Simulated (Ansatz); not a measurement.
Reactions of GeH4OS, SMILES `[OH][GeH2][SH]`.

Program: Ansatz. Geometries: PBE0-D4/def2-TZVP. ΔE: electronic, gas phase. CCSD(T)/CBS adds triple-zeta CCSD(T) − MP2 to the extrapolated MP2 energy (def2 sets, frozen cores). This one scheme is used for every species. DFT in def2-TZVPP. Elements past krypton have def2 core potentials. For Ge, Se, Sn, Zn outer-core shells are correlated without core-valence functions, which leaves a few kJ/mol of doubt a bond. Scalar relativity is left out up to krypton. One conformer a species, not always the lowest.

| reaction | CCSD(T)/CBS(def2) (kJ/mol) |
| --- | --- |
| `[OH][GeH2][SH]` + `SS` → `[OH][GeH2][S]S` + H₂S | -2 |
| `[OH][GeH2][SH]` + `C[SiH](O)O` → `C[SiH](O)[O][GeH2][OH]` + H₂S | ? |
| `[OH][GeH2][SH]` + `O[SiH2]B(F)F` → `O[SiH2][GeH2][SH]` + `OB(F)F` | ? |
| `[OH][GeH2][SH]` + `Fc1ccc[nH]1` → `[OH][GeH]([F])[SH]` + pyrrole | -167 |
| `[OH][GeH2][SH]` + `OCC(O)CF` → `[OH][GeH]([SH])[CH2]F` + `OCCO` | 8 |
| `[OH][GeH2][SH]` + `NCCN` → `N[CH2][GeH2][OH]` + `NCS` | 96 |
| `[OH][GeH2][SH]` + `N[SiH2][SnH3]` → `N[SiH2][GeH2][SH]` + `[OH][SnH3]` | ? |
| `[OH][GeH2][SH]` + `[NH2][Zn][CH2]F` → `F[CH2][GeH2][SH]` + `[NH2][Zn][OH]` | -16 |
| `[OH][GeH2][SH]` + `OCOB[SeH]` → `[OH][GeH]([SH])[SeH]` + `BOCO` | -2 |

Question: Fill in the missing values. (An estimate is asked.)

Answer: Computed: `[OH][GeH2][SH]` + `C[SiH](O)O` → `C[SiH](O)[O][GeH2][OH]` + H₂S: -7.9 kJ/mol; `[OH][GeH2][SH]` + `O[SiH2]B(F)F` → `O[SiH2][GeH2][SH]` + `OB(F)F`: -133.0 kJ/mol; `[OH][GeH2][SH]` + `N[SiH2][SnH3]` → `N[SiH2][GeH2][SH]` + `[OH][SnH3]`: +25.3 kJ/mol.

Largest T1 diagnostic: 0.017, for `[NH2][Zn][OH]`.
